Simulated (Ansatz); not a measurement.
CoO: iterations to self-consistency

Theory: DFT PBEsol, scalar-relativistic, plane waves, PAW in Ansatz.

```
Co O
1.0
     3.19765    0.00000    0.00000
    -1.59882    2.76924    0.00000
     0.00000    0.00000    5.22871
Co O
2 2
Direct
  0.00000 0.00000 0.00347
  0.33333 0.66667 0.50336
  0.00000 0.00000 0.37161
  0.33333 0.66667 0.87156
```

```
plane-wave cutoff                               : 420 eV
Γ-centred k-mesh                                : 18×18×8
occupation rule                                 : Gaussian smearing, 0.1 eV
list of starting moments (μB, in atom order)    : -2.3 2.3 0.18 -0.18
check for lower electronic states after the SCF : off
```

Each run starts from superposed atomic densities and uses Broyden mixing with its automatic preconditioner, at most 120 iterations and the default threshold on the density residual; only the length of the Broyden history differs.

Task: Order these values of the length of the Broyden history from fewest iterations to most.
A. 2
B. 1
C. 5
D. 8

Result: C (24 iterations), D (25 iterations), A (32 iterations), B (34 iterations).

```json
{"length of the Broyden history": "1", "iterations": "34", "converged": "yes", "density residual (eV) at iterations 1, 3, 5": "5.3 0.34 0.39"}
{"length of the Broyden history": "2", "iterations": "32", "converged": "yes", "density residual (eV) at iterations 1, 3, 5": "5.3 0.34 0.33"}
{"length of the Broyden history": "5", "iterations": "24", "converged": "yes", "density residual (eV) at iterations 1, 3, 5": "5.3 0.34 0.12"}
{"length of the Broyden history": "8", "iterations": "25", "converged": "yes", "density residual (eV) at iterations 1, 3, 5": "5.3 0.34 0.12"}
```

This wurtzite form isn't the usual stable structure of the compound.

Cost: 4 runs of about 5.1 core-minutes in all, on Intel Xeon 6975P-C (Granite Rapids) (shared hosts).